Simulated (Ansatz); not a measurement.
## Tuning gaps by epitaxial strain

Plane-wave DFT in Ansatz, r2SCAN, scalar-relativistic PAW potentials, cutoff 500 eV, no spin-orbit coupling; no spin polarisation. Equal strain along a and b of the conventional cell, c and the atoms relaxed; gaps sought over the whole zone. A star marks a structure that wasn't matched here to a measured phase, so it may never have been made and needn't be stable; unstarred phases aren't always the most stable ones.

| crystal | strain: gap (eV) |
| --- | --- |
| SiC (P6_3mc) | -6.0 %: 1.720; -4.0 %: 2.089; -2.0 %: 2.397; +0.0 %: 2.652; +2.0 %: 2.783; +4.0 %: 2.594; +6.0 %: 2.314 |
| HfO₂ (P4_2/nmc)* | -4.5 %: 5.202; -3.0 %: 5.247; -1.5 %: 5.276; +0.0 %: 5.265; +1.5 %: 4.986; +3.0 %: 4.662; +4.5 %: 4.354 |
| ZnO (P6_3mc) | -6.0 %: 1.122; -4.0 %: 1.172; -2.0 %: 1.211; +0.0 %: 1.238; +2.0 %: 1.252; +4.0 %: 1.260; +6.0 %: 1.283 |
| GaN (P6_3mc) | -6.0 %: 2.315; -4.0 %: 2.417; -2.0 %: 2.423; +0.0 %: 2.351; +2.0 %: 2.099; +4.0 %: 1.815; +6.0 %: 1.546 |

What are the slopes on either side of zero strain, and why can they differ?

SiC (P6_3mc) +128 and +66; HfO₂ (P4_2/nmc)* -7 and -186; ZnO (P6_3mc) +14 and +7; GaN (P6_3mc) -36 and -126 meV per % (over the first step on the compressive side, then on the tensile side; a positive slope means the gap grows as the plane is stretched). The slope drops from the first side to the second in SiC (P6_3mc), HfO₂ (P4_2/nmc)*, GaN (P6_3mc). The gap is the smallest distance between any valence top and conduction valley, so its slope drops where another pair takes over. In SiC (P6_3mc), HfO₂ (P4_2/nmc)*, GaN (P6_3mc) the strain keeps the symmetry, so nothing splits at zero; most likely two bands or valleys cross within a step of it. Relaxations kept the strained cell's symmetry, so distortions at large strain weren't sought, and coherent films seldom hold more than 2 to 3 %. The slope of one pair of band edges is as a rule more reliable than the Kohn–Sham gap, while the strain at which pairs cross shifts with the functional.

Spin-orbit coupling, left out, matters for the members with heavy elements.

Cost: about 31 core-minutes for the runs cited, on Arm Neoverse V1, Intel Xeon 6975P-C (Granite Rapids), Intel Xeon Platinum 8259CL (Skylake/Cascade Lake) and other processors (shared hosts).